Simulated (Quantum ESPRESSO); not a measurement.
# WS2 (Tungstenite) under changes of volume

One of the cells (18.245 Å³/atom); the others are scaled copies at fixed shape and fractional positions:

```
CELL_PARAMETERS angstrom
3.18000 0.00000 0.00000
-1.59000 2.75396 0.00000
0.00000 0.00000 12.50000
ATOMIC_POSITIONS crystal
W 0.66667 0.33333 0.75000
W 0.33333 0.66667 0.25000
S 0.66667 0.33333 0.37500
S 0.33333 0.66667 0.87500
S 0.66667 0.33333 0.12500
S 0.33333 0.66667 0.62500
```

- Program: Quantum ESPRESSO 7.5
- Functional: PBEsol
- Potentials or basis: GBRV 1.5 PBEsol
- Cutoff: 762 eV
- Density cutoff: 6095 eV
- k mesh: 10 × 10 × 3
- Occupations: fermi-dirac, width 0.05 eV
- Spin: no spin polarisation

| volume (Å³/atom) | energy over the lowest point (meV/atom) | pressure (GPa) | gap on the mesh (eV) |
| --- | --- | --- | --- |
| 17.150 | ? | ? | ? |
| 17.515 | 5.90 | 4.5 | 1.03 |
| 17.880 | 0.00 | 0.8 | 1.06 |
| 18.245 | 2.03 | -2.5 | 1.08 |
| 18.610 | 11.18 | -5.5 | 1.10 |
| 18.975 | 26.70 | -8.1 | 1.11 |
| 19.340 | 47.92 | -10.5 | 1.13 |

Problem. What does the run at 17.150 Å³/atom give?

Solution. Energy over the lowest point 20.65 meV/atom; pressure 8.6 GPa; gap on the mesh 1.01 eV.

Worked out: A Birch-Murnaghan fit of order 3 (a polynomial in V^(-2/3)) to the other rows has its minimum at 17.96 Å³/atom with B0 = V·E''(V) = 167 GPa and B' = 4.4 at fixed shape and positions, which overstates the stiffness. It gives 20.68 meV/atom at 17.150 Å³/atom, against the run's 20.65, and -dE/dV = 8.6 GPa, against 8.6. A straight line through the other rows of the gap, of slope 0.967 eV per unit of ln V, extrapolates to 1.02 eV, against the run's 1.01.

Energies are extrapolated to zero smearing.

Caveats: spin-orbit coupling is left out, which moves the levels of the heavy elements; an odd mesh through Γ misses points on the zone boundary, where band edges often lie; this functional lacks dispersion, which binds the layers, so the pressure and a relaxed spacing across them are unreliable.
